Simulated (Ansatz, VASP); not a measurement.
## Au: VASP beside Ansatz

Contents of POSCAR:

```
Au
1.0
    0.0000000000      1.9943625000      1.9943625000
    1.9943625000      0.0000000000      1.9943625000
    1.9943625000      1.9943625000      0.0000000000
Au
1
Direct
    0.0000000000      0.0000000000      0.0000000000
```

File INCAR.step1:

```
ALGO = Normal
EDIFF = 1E-4
ENCUT = 520
GGA = PE
ISMEAR = 0
LASPH = T
LCHARG = F
LREAL = F
LWAVE = T
NBANDS = 12
NELM = 80
PREC = Accurate
SIGMA = 0.15
```

File INCAR.step2:

```
ALGO = Normal
EDIFF = 1E-6
ENCUT = 520
ISIF = 2
ISMEAR = 0
ISTART = 1
LASPH = T
LCHARG = F
LMIXTAU = T
LREAL = F
LWAVE = F
METAGGA = R2SCAN
NBANDS = 12
NELM = 80
PREC = Accurate
SIGMA = 0.15
```

File KPOINTS:

```
k-points
0
Gamma
  20 20 20
```

Input for Ansatz:

```yaml
crystal:
  lattice:
    - [0.0, 1.9943625, 1.9943625]
    - [1.9943625, 0.0, 1.9943625]
    - [1.9943625, 1.9943625, 0.0]
  atoms:
    - { symbol: Au, position: [0.0, 0.0, 0.0] }
basis:
  ecutwfc: 500
kpoints:
  mp_grid: { grid: [20, 20, 20] }
hamiltonian:
  xc: r2scan
scf:
  occupations: { method: gaussian, width: 0.15 }
output:
  forces: true
  stress: true
  eigenvalues: true
```

Change from the starting cell: strain -0.025 along x and y, -0.025 along z, atoms carried along.

Alike in both runs: task single point; functional r2SCAN; k mesh 20 × 20 × 20; occupations gaussian, width 0.15 eV; no spin polarisation.

|  | VASP | Ansatz |
| --- | --- | --- |
| version | VASP 6.6.1 | Ansatz 0.2.0 |
| potentials or method | VASP PAW PBE potentials, release 64 (Au) | scalar-relativistic, plane waves, PAW |
| plane-wave cutoff (eV) | 520 | 500 |
| valence electrons in the cell | 11 | 19 |

|  | VASP | Ansatz | Ansatz less VASP |
| --- | --- | --- | --- |
| gap on the k mesh at the Fermi level (eV) | none | none | - |
| pressure (GPa) | 21.4 | 20.8 | -0.59 |

A gap of «none» marks a metal or a gap that the smearing closes. With one functional, cell and mesh, what is left measures potentials, basis and numerics. The two sets of potentials don't hold the same shells in valence.

Caveats: so large a pressure means that the cell lies far from this level's equilibrium, or that cutoff or potentials fall short (VASP); the potentials were made for another functional, which shifts forces and pressure (VASP). Spin-orbit coupling is left out, which matters for the levels of Au.
